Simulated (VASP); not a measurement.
Here is a VASP 6.6.1 calculation.

Contents of INCAR:

```
SYSTEM = AgBr
PREC = Accurate
ENCUT = 520
EDIFF = 1E-7
ISMEAR = 0
SIGMA = 0.01
LREAL = .False.
LASPH = .True.
NELM = 100
ALGO = Normal
ISIF = 2
LWAVE = .False.
LCHARG = .True.
GGA = PE
LELF = .True.
LVHAR = .True.
NBANDS = 16
```

KPOINTS

```
regular mesh
0
Gamma
  8 8 8
  0 0 0
```

Contents of POSCAR:

```
AgBr
1.0
    0.0000000000      2.8927333105      2.8927333105
    2.8927333105      0.0000000000      2.8927333105
    2.8927333105      2.8927333105      0.0000000000
Ag Br
1 1
Direct
    0.0000000000      0.0000000000      0.0000000000
    0.5000000000      0.5000000000      0.5000000000
```

Potentials or basis: VASP PAW PBE potentials, release 64 (Ag, Br).

Run with:

```sh
$ cat potpaw_PBE.64/Ag/POTCAR potpaw_PBE.64/Br/POTCAR > POTCAR
$ mpirun -np 1 vasp_std > vasp.out
```

Predict the pressure.

1.1 GPa.

Predict the band gap on the k mesh.

0.68 eV, indirect (least direct gap 2.53 eV).

A k mesh can miss the band edges.
